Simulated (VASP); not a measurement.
The system is Ga.

```
Ga
1.0
     1.45000   -4.06500    0.00000
     1.45000    4.06500    0.00000
     0.00000    0.00000    3.17000
Ga
2
Direct
  0.86700 0.13300 0.25000
  0.13300 0.86700 0.75000
```

This isn't the form of Ga at room conditions, which is orthorhombic.

```yaml
Program: VASP 6.6.1
Task: relaxation of cell and atoms
Functional: PBE
Potentials_or_basis: VASP PAW PBE potentials, release 64 (Ga_d)
Cutoff: 520 eV
k_mesh: 16 × 16 × 14
Occupations: gaussian, width 0.1 eV
Spin: no spin polarisation
```

At the start: pressure 1.6 GPa; volume 18.68 Å³/atom.

Question: Where does the relaxation end?

Answer: Over 19 steps the energy falls by 14.8 meV/atom and the volume is 19.19 Å³/atom (+2.7 %); space group Cmcm (No. 63, to 0.05 Å).

Step by step:
```tsv
step	energy change (eV)	largest force (eV/Å)	pressure (GPa)	volume (Å³)
1	0.0000	0.1989	1.65	37.37
2	-0.0137	0.0678	0.18	38.42
3	-0.0156	0.0206	-0.32	38.85
4	-0.0158	0.0030	-0.45	39.02
5	-0.0192	0.0359	-0.25	38.85
6	-0.0252	0.1365	0.10	38.33
7	-0.0276	0.0686	0.23	38.26
8	-0.0277	0.0580	0.04	38.24
9	-0.0293	0.0045	0.10	38.28
10	-0.0293	0.0142	0.13	38.28
11	-0.0293	0.0308	0.14	38.29
12	-0.0293	0.0183	0.08	38.28
13	-0.0295	0.0137	-0.01	38.38
14	-0.0295	0.0121	0.00	38.41
15	-0.0295	0.0088	-0.14	38.49
16	-0.0295	0.0109	-0.17	38.45
17	-0.0295	0.0116	-0.11	38.43
18	-0.0296	0.0014	0.10	38.35
19	-0.0296	0.0021	0.05	38.37
```

Final structure:
```yaml
crystal:
  lattice:
    - [1.40331, -4.04314, 0.00000]
    - [1.40331, 4.04314, 0.00000]
    - [0.00000, 0.00000, 3.38158]
  atoms:
    - { symbol: Ga, position: [0.86601, 0.13399, 0.25000] }
    - { symbol: Ga, position: [0.13399, 0.86601, 0.75000] }
```
